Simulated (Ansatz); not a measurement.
**Beta-Sn (white tin) under PBE: how the cold (Marzari-Vanderbilt) smearing moves the result**

How small must the cold (Marzari-Vanderbilt) smearing width be for energy and pressure to settle? The geometry was relaxed under PBE beforehand and stays fixed; 7 values are run, from 0.01 to 1.0 eV. Wanted are the values from which on the energy stays within 10 and 1 meV/atom, and the pressure within 0.5 GPa, of the narrowest run. Within the series other settings stay, but some runs also write fields, which adds to their time. Spin polarisation is left out.

Computed with Ansatz 0.2.0 (DFT PBE, plane waves with PAW, scalar-relativistic, unless a step says otherwise).

## Step 1: The starting structure

The structure is tetragonal, space group I4_1/amd (No. 141). The conventional cell has a = 5.956 Å, b = 5.956 Å, c = 3.206 Å, α = 90.00°, β = 90.00°, γ = 90.00°. Sn (site symmetry -4m2) is surrounded by 6 Sn at 3.08 to 3.21 Å.

Structure file:

```
CELL_PARAMETERS angstrom
-2.97733 2.97901 1.60309
2.97901 -2.97733 1.60309
2.97707 2.97707 -1.60002
ATOMIC_POSITIONS crystal
Sn 0.00002 0.99998 0.00000
Sn 0.74998 0.25002 0.50000
```

## Step 2: Run at 0.01 eV

The run at 0.01 eV.

The input, input.yaml:

```yaml
crystal:
  lattice:
    - [-2.9773321013, 2.9790067394, 1.6030901642]
    - [2.9790067394, -2.9773321013, 1.6030901642]
    - [2.9770686044, 2.9770686044, -1.600020461]
  atoms:
    - { symbol: Sn, position: [2.31878e-05, 0.9999768122, 0.0] }
    - { symbol: Sn, position: [0.7499768122, 0.2500231878, 0.5] }
hamiltonian:
  xc: pbe
  pseudopotentials:
    kind: paw
    azcp:
      Sn: "pseudopotentials/Sn.paw.azcp"
basis:
  ecutwfc: 420
  fft_grid_basis: typed
kpoints:
  mp_grid: { grid: [11, 11, 8], shift: [0, 0, 0] }
magnetization:
  spin_polarized: false
scf:
  occupations: { method: cold, width: 0.01 }
  lower_state_search: "off"
output:
  stress: true
```

Run with:

```bash
> ansatz run input.yaml --threads 1 --pin off --max-ram 3584MiB --backend cpu --events-out ev --progress --plain --runs-dir out
```

The log of the run, shortened:

```text
[...]
Pseudopotentials: kind: paw
Pseudopotential: Sn, paw, valence charge 14, recommended cutoff 420 eV (normal), <dir>
Functional definition: PBE
[...]
Crystal: 2 atoms, lattice volume = 56.869 Å³
Basis set: ecut = 420 eV, 1113 PW (Γ)
Bands: 18, of which v1, the nominal top of the filled ones, is band 14 counted from 1 (13 counted from 0)
Symmetry: 4 space group operations
Space group: C2/c (ITA 15), of the structure as read, at distance tolerance 3.8e-5 Å
k-points: 270 of 968
[...]
SCF iter   1: F=—  HF=-12048.352167 eV  |F-HF|=—  |Δ(HF+E_count)|=         —  Δρ=8.56e-4  dr2=2.51e-4  ethr=1.77e-3  ⟨swp⟩=6.1  Hψ=25250  notcnv=0
[...]
SCF iter   6: F=-12048.350984 eV  HF=-12048.350984 eV  |F-HF|=6.00e-10  |Δ(HF+E_count)|=   1.23e-7  S|Δr|=    0.00e0  Δρ=1.54e-6  dr2=1.06e-9  ethr=3.57e-10  ⟨swp⟩=5.0  Hψ=17995  notcnv=0
[...]
SCF converged after 6 iterations
Stability not checked: this state was not tested for a lower state beside it, because cold or Methfessel-Paxton smearing, or corrected tetrahedra, fill the levels in a way that the test cannot read (fill_not_monotonic; see scf.lower_state_search)
Free energy (F): -12048.350984 eV
[...]
E sigma→0 (E₀):  -12048.350984 eV
Entropy (-TS):   0.000001 eV (0.001 meV/atom)
Fermi energy:    10.023692 eV
[...]
--- Stress (GPa, compression-positive) ---
        0.013420       0.127690      -0.055906
        0.127690       0.013420      -0.055906
       -0.055906      -0.055906      -0.171049
  P = ⅓ Tr σ = -0.0481 GPa (-0.481 kbar)
```

It took 20 s on 1 thread of Intel Xeon Platinum 8259CL at 2.50GHz (Skylake/Cascade Lake), shared host; peak memory 0.67 GiB.

## Step 3: Run at 0.03 eV

The run at 0.03 eV.

Edit input.yaml of step 2 so:

```diff
@@ -22,3 +22,3 @@
 scf:
-  occupations: { method: cold, width: 0.01 }
+  occupations: { method: cold, width: 0.03 }
   lower_state_search: "off"
```

Run with:

```bash
> ansatz run input.yaml --threads 1 --pin off --max-ram 3584MiB --backend cpu --events-out ev --progress --plain --runs-dir out
```

The log of the run, shortened:

```text
[...]
[... 3 set-up lines as earlier in the session ...]
[...]
Crystal: 2 atoms, lattice volume = 56.869 Å³
Basis set: ecut = 420 eV, 1113 PW (Γ)
Bands: 18, of which v1, the nominal top of the filled ones, is band 14 counted from 1 (13 counted from 0)
[... 2 set-up lines as earlier in the session ...]
k-points: 270 of 968
[...]
SCF iter   1: F=—  HF=-12048.352220 eV  |F-HF|=—  |Δ(HF+E_count)|=         —  Δρ=8.61e-4  dr2=2.58e-4  ethr=1.77e-3  ⟨swp⟩=6.1  Hψ=25034  notcnv=0
[...]
SCF iter   6: F=-12048.351035 eV  HF=-12048.351035 eV  |F-HF|=4.75e-10  |Δ(HF+E_count)|=   1.22e-7  S|Δr|=    0.00e0  Δρ=1.51e-6  dr2=1.05e-9  ethr=3.57e-10  ⟨swp⟩=4.9  Hψ=17980  notcnv=0
[...]
SCF converged after 6 iterations
Stability not checked: this state was not tested for a lower state beside it, because cold or Methfessel-Paxton smearing, or corrected tetrahedra, fill the levels in a way that the test cannot read (fill_not_monotonic; see scf.lower_state_search)
Free energy (F): -12048.351035 eV
[...]
E sigma→0 (E₀):  -12048.350986 eV
Entropy (-TS):   -0.000148 eV (-0.074 meV/atom)
Fermi energy:    10.030189 eV
[...]
--- Stress (GPa, compression-positive) ---
        0.020753       0.111774      -0.058006
        0.111774       0.020753      -0.058006
       -0.058006      -0.058006      -0.187869
  P = ⅓ Tr σ = -0.0488 GPa (-0.488 kbar)
```

It took 15 s on 1 thread of Intel Xeon Platinum 8259CL at 2.50GHz (Skylake/Cascade Lake), shared host; peak memory 0.67 GiB.

## Step 4: Run at 0.1 eV

The run at 0.1 eV.

Edit input.yaml of step 3 so:

```diff
@@ -22,3 +22,3 @@
 scf:
-  occupations: { method: cold, width: 0.03 }
+  occupations: { method: cold, width: 0.1 }
   lower_state_search: "off"
```

Run with:

```bash
> ansatz run input.yaml --threads 1 --pin off --max-ram 3584MiB --backend cpu --events-out ev --progress --plain --runs-dir out
```

The log of the run, shortened:

```text
[...]
[... 3 set-up lines as earlier in the session ...]
[...]
Crystal: 2 atoms, lattice volume = 56.869 Å³
Basis set: ecut = 420 eV, 1113 PW (Γ)
Bands: 18, of which v1, the nominal top of the filled ones, is band 14 counted from 1 (13 counted from 0)
[... 2 set-up lines as earlier in the session ...]
k-points: 270 of 968
[...]
SCF iter   1: F=—  HF=-12048.352412 eV  |F-HF|=—  |Δ(HF+E_count)|=         —  Δρ=8.63e-4  dr2=2.59e-4  ethr=1.77e-3  ⟨swp⟩=5.6  Hψ=24250  notcnv=0
[...]
SCF iter   6: F=-12048.351224 eV  HF=-12048.351224 eV  |F-HF|=6.66e-10  |Δ(HF+E_count)|=   1.10e-7  S|Δr|=    0.00e0  Δρ=1.42e-6  dr2=8.78e-10  ethr=3.57e-10  ⟨swp⟩=5.0  Hψ=17949  notcnv=0
[...]
SCF converged after 6 iterations
Stability not checked: this state was not tested for a lower state beside it, because cold or Methfessel-Paxton smearing, or corrected tetrahedra, fill the levels in a way that the test cannot read (fill_not_monotonic; see scf.lower_state_search)
Free energy (F): -12048.351224 eV
[...]
E sigma→0 (E₀):  -12048.351676 eV
Entropy (-TS):   0.001356 eV (0.678 meV/atom)
Fermi energy:    10.012113 eV
[...]
--- Stress (GPa, compression-positive) ---
        0.019208       0.021729      -0.052117
        0.021729       0.019208      -0.052117
       -0.052117      -0.052117      -0.227381
  P = ⅓ Tr σ = -0.0630 GPa (-0.630 kbar)
```

Wall time 18 s (1 thread of Intel Xeon Platinum 8259CL at 2.50GHz (Skylake/Cascade Lake), shared host); peak memory 0.66 GiB.

## Step 5: Run at 0.2 eV

The run at 0.2 eV.

Edit input.yaml of step 4 so:

```diff
@@ -22,3 +22,3 @@
 scf:
-  occupations: { method: cold, width: 0.1 }
+  occupations: { method: cold, width: 0.2 }
   lower_state_search: "off"
```

Run with:

```bash
> ansatz run input.yaml --threads 1 --pin off --max-ram 3584MiB --backend cpu --events-out ev --progress --plain --runs-dir out
```

The log of the run, shortened:

```text
[...]
[... 3 set-up lines as earlier in the session ...]
[...]
Crystal: 2 atoms, lattice volume = 56.869 Å³
Basis set: ecut = 420 eV, 1113 PW (Γ)
Bands: 18, of which v1, the nominal top of the filled ones, is band 14 counted from 1 (13 counted from 0)
[... 2 set-up lines as earlier in the session ...]
k-points: 270 of 968
[...]
SCF iter   1: F=—  HF=-12048.350564 eV  |F-HF|=—  |Δ(HF+E_count)|=         —  Δρ=8.67e-4  dr2=2.62e-4  ethr=1.77e-3  ⟨swp⟩=5.3  Hψ=23309  notcnv=0
[...]
SCF iter   6: F=-12048.349375 eV  HF=-12048.349375 eV  |F-HF|=2.04e-10  |Δ(HF+E_count)|=   6.78e-8  S|Δr|=    0.00e0  Δρ=1.99e-6  dr2=1.36e-9  ethr=3.57e-10  ⟨swp⟩=4.9  Hψ=17842  notcnv=0
[...]
SCF converged after 6 iterations
Stability not checked: this state was not tested for a lower state beside it, because cold or Methfessel-Paxton smearing, or corrected tetrahedra, fill the levels in a way that the test cannot read (fill_not_monotonic; see scf.lower_state_search)
Free energy (F): -12048.349375 eV
[...]
E sigma→0 (E₀):  -12048.350586 eV
Entropy (-TS):   0.003634 eV (1.817 meV/atom)
Fermi energy:    10.005868 eV
[...]
--- Stress (GPa, compression-positive) ---
        0.003380      -0.034674       0.017672
       -0.034674       0.003380       0.017672
        0.017672       0.017672      -0.229696
  P = ⅓ Tr σ = -0.0743 GPa (-0.743 kbar)
```

Run time: 18 s. Hardware: 1 thread of Intel Xeon Platinum 8259CL at 2.50GHz (Skylake/Cascade Lake), shared host; peak memory 0.68 GiB.

## Step 6: Run at 0.3 eV

The run at 0.3 eV.

Edit input.yaml of step 5 so:

```diff
@@ -22,3 +22,3 @@
 scf:
-  occupations: { method: cold, width: 0.2 }
+  occupations: { method: cold, width: 0.3 }
   lower_state_search: "off"
@@ -26 +26,5 @@
   stress: true
+  write_density: true
+  write_potential: true
+  elf: true
+  volumetric_format: npy
```

Run with:

```bash
> ansatz run input.yaml --threads 1 --pin off --max-ram 3584MiB --backend cpu --events-out ev --progress --plain --runs-dir out
```

The log of the run, shortened:

```text
[...]
[... 3 set-up lines as earlier in the session ...]
[...]
Crystal: 2 atoms, lattice volume = 56.869 Å³
Basis set: ecut = 420 eV, 1113 PW (Γ)
Bands: 18, of which v1, the nominal top of the filled ones, is band 14 counted from 1 (13 counted from 0)
[... 2 set-up lines as earlier in the session ...]
k-points: 270 of 968
[...]
SCF iter   1: F=—  HF=-12048.348466 eV  |F-HF|=—  |Δ(HF+E_count)|=         —  Δρ=8.69e-4  dr2=2.59e-4  ethr=1.77e-3  ⟨swp⟩=5.2  Hψ=22417  notcnv=0
[...]
SCF iter   6: F=-12048.347277 eV  HF=-12048.347277 eV  |F-HF|=4.93e-10  |Δ(HF+E_count)|=   7.73e-8  S|Δr|=    0.00e0  Δρ=1.77e-6  dr2=1.14e-9  ethr=3.57e-10  ⟨swp⟩=10.0  Hψ=35397  notcnv=0
[...]
SCF converged after 6 iterations
Stability not checked: this state was not tested for a lower state beside it, because cold or Methfessel-Paxton smearing, or corrected tetrahedra, fill the levels in a way that the test cannot read (fill_not_monotonic; see scf.lower_state_search)
Free energy (F): -12048.347277 eV
[...]
E sigma→0 (E₀):  -12048.349673 eV
Entropy (-TS):   0.007190 eV (3.595 meV/atom)
Fermi energy:    10.009596 eV
[...]
--- Stress (GPa, compression-positive) ---
       -0.047932      -0.052863       0.033360
       -0.052863      -0.047932       0.033360
        0.033360       0.033360      -0.196459
  P = ⅓ Tr σ = -0.0974 GPa (-0.974 kbar)
--- Band table (eV; the first three rows and the last of 270) ---
  k-point 0: bands = ["-11.5378", "-11.4781", "-11.4292", "-11.4277", "-11.2894", "-11.2891", "-11.2807", "-11.2804", "-11.2101", "-11.1137", "-0.7396", "6.1725", "8.1572", "8.1585", "13.0588", "15.9545", "15.9547", "16.7625"]
[...]
```

It took 30 s on 1 thread of Intel Xeon Platinum 8259CL at 2.50GHz (Skylake/Cascade Lake), shared host; peak memory 0.68 GiB.

## Step 7: Run at 0.6 eV

The run at 0.6 eV.

Edit input.yaml of step 6 so:

```diff
@@ -22,3 +22,3 @@
 scf:
-  occupations: { method: cold, width: 0.3 }
+  occupations: { method: cold, width: 0.6 }
   lower_state_search: "off"
@@ -26,5 +26 @@
   stress: true
-  write_density: true
-  write_potential: true
-  elf: true
-  volumetric_format: npy
```

Run with:

```bash
> ansatz run input.yaml --threads 1 --pin off --max-ram 3584MiB --backend cpu --events-out ev --progress --plain --runs-dir out
```

The log of the run, shortened:

```text
[...]
[... 3 set-up lines as earlier in the session ...]
[...]
Crystal: 2 atoms, lattice volume = 56.869 Å³
Basis set: ecut = 420 eV, 1113 PW (Γ)
Bands: 18, of which v1, the nominal top of the filled ones, is band 14 counted from 1 (13 counted from 0)
[... 2 set-up lines as earlier in the session ...]
k-points: 270 of 968
[...]
SCF iter   1: F=—  HF=-12048.340183 eV  |F-HF|=—  |Δ(HF+E_count)|=         —  Δρ=8.76e-4  dr2=2.62e-4  ethr=1.77e-3  ⟨swp⟩=5.1  Hψ=22003  notcnv=0
[...]
SCF iter   6: F=-12048.338991 eV  HF=-12048.338991 eV  |F-HF|=2.02e-9  |Δ(HF+E_count)|=   2.15e-8  S|Δr|=    0.00e0  Δρ=3.01e-6  dr2=3.38e-9  ethr=3.57e-10  ⟨swp⟩=4.8  Hψ=17871  notcnv=0
[...]
SCF converged after 6 iterations
Stability not checked: this state was not tested for a lower state beside it, because cold or Methfessel-Paxton smearing, or corrected tetrahedra, fill the levels in a way that the test cannot read (fill_not_monotonic; see scf.lower_state_search)
Free energy (F): -12048.338991 eV
[...]
E sigma→0 (E₀):  -12048.345778 eV
Entropy (-TS):   0.020364 eV (10.182 meV/atom)
Fermi energy:    10.021333 eV
[...]
--- Stress (GPa, compression-positive) ---
       -0.189879      -0.025137       0.001378
       -0.025137      -0.189879       0.001378
        0.001378       0.001378      -0.014483
  P = ⅓ Tr σ = -0.1314 GPa (-1.314 kbar)
```

Run time: 22 s. Hardware: 1 thread of Intel Xeon Platinum 8259CL at 2.50GHz (Skylake/Cascade Lake), shared host; peak memory 0.68 GiB.

## Step 8: Run at 1.0 eV

The run at 1.0 eV.

Edit input.yaml of step 7 so:

```diff
@@ -22,3 +22,3 @@
 scf:
-  occupations: { method: cold, width: 0.6 }
+  occupations: { method: cold, width: 1.0 }
   lower_state_search: "off"
```

Run with:

```bash
> ansatz run input.yaml --threads 1 --pin off --max-ram 3584MiB --backend cpu --events-out ev --progress --plain --runs-dir out
```

The log of the run, shortened:

```text
band count auto-derived: 19 (N_el = 28.0; filled up to band 14; 18 by the electrons, moments and atoms)
[...]
[... 3 set-up lines as earlier in the session ...]
[...]
Crystal: 2 atoms, lattice volume = 56.869 Å³
Basis set: ecut = 420 eV, 1113 PW (Γ)
Bands: 19, of which v1, the nominal top of the filled ones, is band 14 counted from 1 (13 counted from 0)
[... 2 set-up lines as earlier in the session ...]
k-points: 270 of 968
[...]
SCF iter   1: F=—  HF=-12048.323405 eV  |F-HF|=—  |Δ(HF+E_count)|=         —  Δρ=9.11e-4  dr2=3.44e-4  ethr=1.77e-3  ⟨swp⟩=5.1  Hψ=23534  notcnv=0
[...]
SCF iter   6: F=-12048.322217 eV  HF=-12048.322217 eV  |F-HF|=1.48e-8  |Δ(HF+E_count)|=   3.13e-8  S|Δr|=    0.00e0  Δρ=6.12e-6  dr2=1.46e-8  ethr=3.57e-10  ⟨swp⟩=4.8  Hψ=18323  notcnv=0
[...]
SCF converged after 6 iterations
Stability not checked: this state was not tested for a lower state beside it, because cold or Methfessel-Paxton smearing, or corrected tetrahedra, fill the levels in a way that the test cannot read (fill_not_monotonic; see scf.lower_state_search)
Free energy (F): -12048.322217 eV
[...]
E sigma→0 (E₀):  -12048.335534 eV
Entropy (-TS):   0.039951 eV (19.975 meV/atom)
Fermi energy:    10.033418 eV
[...]
--- Stress (GPa, compression-positive) ---
       -0.145289      -0.000269      -0.011743
       -0.000269      -0.145289      -0.011743
       -0.011743      -0.011743      -0.023494
  P = ⅓ Tr σ = -0.1047 GPa (-1.047 kbar)
```

Run time: 16 s. Hardware: 1 thread of Intel Xeon Platinum 8259CL at 2.50GHz (Skylake/Cascade Lake), shared host; peak memory 0.67 GiB.

## Step 9: The series

Energies count from the run at 0.01 eV.

```tsv
smearing (eV)	F (meV/atom)	E(σ → 0) (meV/atom)	P (GPa)	SCF cycles	CPU time
0.01	0.00	0.00	-0.05	6	20 s
0.03	-0.03	0.00	-0.05	6	15 s
0.1	-0.12	-0.35	-0.06	6	18 s
0.2	0.80	0.20	-0.07	6	18 s
0.3	1.85	0.66	-0.10	6	30 s
0.6	6.00	2.60	-0.13	6	22 s
1.0	14.38	7.73	-0.10	6	16 s
```

## Step 10: What came out

```
                                           quantity                       value
       E(σ → 0) stays within 10 meV/atom of 0.01 eV                up to 1.0 eV
                   E(σ → 0) stays within 1 meV/atom                up to 0.3 eV
                      pressure stays within 0.5 GPa                up to 1.0 eV
                                pressure at 0.01 eV                   -0.05 GPa
energy of a separate run on a finer mesh (18×18×12)  +5.2 meV/atom from 0.01 eV
```

In words: The far end, 1.0 eV, lies +7.7 meV/atom and -0.1 GPa from the yardstick. The free energy F moves by +14.4 meV/atom over the range, and the estimate for σ → 0 by +7.7. This scheme cancels the term in the square of the width, so F moves little up to 0.2 eV. The mesh (11×11×8) is fixed, so the narrowest widths carry a k-point error of their own. The yardstick itself is unsettled by 5.2 meV/atom against the finer mesh, so the thresholds above hold only within this series, and wider smearing, which averages over more states, can land nearer the fine-mesh value than the narrowest does. The cell taken over is 5 % larger than the measured one (27.05 Å³/atom, COD).
